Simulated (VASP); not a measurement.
Input of a VASP 6.6.1 run:

The input INCAR:

```
PREC = Accurate ; ENCUT = 520
EDIFF = 1E-7 ; ISMEAR = 0
SIGMA = 0.02 ; LREAL = False
LASPH = True ; NELM = 60
ALGO = Fast ; ISIF = 3
LWAVE = False ; LCHARG = False
GGA = PE ; IVDW = 12
IBRION = 2 ; NSW = 80
EDIFFG = -0.002
```

File KPOINTS:

```
Automatic mesh
0
Gamma
  6 6 6
```

Contents of POSCAR:

```
Sb
1.0
    2.1542000000      1.2437279500      3.7580000000
   -2.1542000000      1.2437279500      3.7580000000
    0.0000000000     -2.4874559000      3.7580000000
Sb
2
Direct
    0.2334900000      0.2334900000      0.2334900000
    0.7665100000      0.7665100000      0.7665100000
```

Potentials or basis: VASP PAW PBE potentials, release 64 (Sb).

Run with:

```sh
$ cat potpaw_PBE.64/Sb/POTCAR > POTCAR
$ mpirun -np 1 vasp_std > vasp.out
```

(1) Estimate the space group after relaxing (to 0.05 Å).

(2) Predict the dispersion energy per atom.

(3) Predict the relaxed volume.

Answers

(1) R-3m (No. 166).

(2) -0.477 eV.

(3) 29.96 Å³/atom.

Caveat: pairwise dispersion overbinds metals, which lowers pressure and volume.
